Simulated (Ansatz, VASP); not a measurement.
**TiB2 in VASP and in Ansatz**

File INCAR:

```
SYSTEM = TiB2
  PREC = Accurate
  ENCUT = 520
  EDIFF = 1E-7
  ISMEAR = -1
  SIGMA = 0.05
  LREAL = .False.
  LASPH = .True.
  NELM = 100
  ALGO = Normal
  ISIF = 2
  LWAVE = .False.
  LCHARG = .False.
  GGA = PE
  NBANDS = 16
```

The input KPOINTS:

```
Automatic mesh
0
Gamma
  10 10 8
  0 0 0
```

The input POSCAR:

```
TiB2
1.0
    3.0292000000      0.0000000000      0.0000000000
   -1.5146000000      2.6233641531      0.0000000000
    0.0000000000      0.0000000000      3.2284000000
Ti B
1 2
Direct
    0.0000000000      0.0000000000      0.0000000000
    0.6666666667      0.3333333333      0.5000000000
    0.3333333333      0.6666666667      0.5000000000
```

The input input.yaml:

```yaml
crystal:
  lattice:
    - [3.0292, 0.0, 0.0]
    - [-1.5146, 2.6233641531, 0.0]
    - [0.0, 0.0, 3.2284]
  atoms:
    - { symbol: Ti, position: [0.0, 0.0, 0.0] }
    - { symbol: B, position: [0.6666666667, 0.3333333333, 0.5] }
    - { symbol: B, position: [0.3333333333, 0.6666666667, 0.5] }
kpoints:
  mp_grid: { grid: [10, 10, 8] }
scf:
  occupations: { method: fermi_dirac, width: 0.05 }
hamiltonian:
  xc: pbe
  pseudopotentials: { kind: all_electron, lapw: { basis_error: 0.001 } }
output:
  forces: true
  stress: true
  eigenvalues: true
  populations: true
```

Alike in both runs: task single point; functional PBE; k mesh 10 × 10 × 8; occupations fermi-dirac, width 0.05 eV; no spin polarisation.

```csv
,VASP,Ansatz
version,VASP 6.6.1,Ansatz 0.2.0
potentials or method,"VASP PAW PBE potentials, release 64 (Ti_sv, B)","all-electron LAPW, scalar-relativistic"
plane-wave cutoff (eV),520,see its input
```

VASP gave:

```
gap on the k mesh at the Fermi level (eV)       : none
pressure (GPa)                                  : 0.5
largest component of the traceless stress (GPa) : 0.28
```

**Question.** What did Ansatz give for the same quantities?

**Answer.** gap on the k mesh at the Fermi level (eV): none; pressure (GPa): 0.3; largest component of the traceless stress (GPa): 0.26.

A gap of «none» marks a metal or a gap that the smearing closes. Ansatz ran all-electron here, so the differences hold the error of VASP's frozen core and of both bases.
